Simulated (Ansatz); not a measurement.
## Calculated field gradients at the nuclei for SnO

The cell is a structure deposited in the COD, its atoms then relaxed with PBE in this cell.

```yaml
crystal:
  lattice:
    - [2.50000, -2.86000, 0.00000]
    - [2.50000, 2.86000, 0.00000]
    - [0.00000, 0.00000, 11.12000]
  atoms:
    - { symbol: Sn, position: [0.00006, 0.99994, 0.98582] }
    - { symbol: Sn, position: [0.99994, 0.00006, 0.48582] }
    - { symbol: Sn, position: [0.49968, 0.50032, 0.27117] }
    - { symbol: Sn, position: [0.50032, 0.49968, 0.77117] }
    - { symbol: O, position: [0.99981, 0.50000, 0.37851] }
    - { symbol: O, position: [0.00019, 0.50000, 0.87851] }
    - { symbol: O, position: [0.50000, 0.00019, 0.37851] }
    - { symbol: O, position: [0.50000, 0.99981, 0.87851] }
```

Sites (sets of like atoms) are named by element and the number of their first atom in this list.

Computed with Ansatz: DFT, PBEsol, plane waves and PAW, scalar-relativistic, 420 eV cutoff, Γ-centred 8×8×3 k-points, Fermi–Dirac smearing 0.02 eV.

V_zz is the principal component of the electric field gradient with the largest magnitude, η = (V_xx − V_yy)/V_zz and C_Q = eQV_zz/h.

¹⁷O: I = 5/2, Q = -25.58 mb. Quadrupole moments are those of Pyykkö's year-2017 table.

```csv
site,atoms (order as listed),first shell,V_zz (10²¹ V/m²),η,C_Q (MHz)
Sn,"1, 2, 3, 4",4 O at 2.24 Å,-17.90,0.32,–
O,"5, 6, 7, 8",4 Sn at 2.24 Å,-4.99,0.42,3.09
```

At Sn V_zz points towards the open side of its shell (within 1°).

Sn has no stable isotope with a ground-state quadrupole moment in the table, so no C_Q is given.

At this cell the PBEsol pressure is -1.4 GPa (principal stresses up to 10 GPa in size), so it isn't the equilibrium cell of PBEsol. The largest force is 0.3 eV/Å, so the atoms aren't at the calculated equilibrium and relaxing them would move these values. Without spin–orbit coupling (the program notes it for Sn) the gradients can shift somewhat, as the gap is small. The database positions were far from equilibrium, so the relaxed structure may not be the compound's real one.
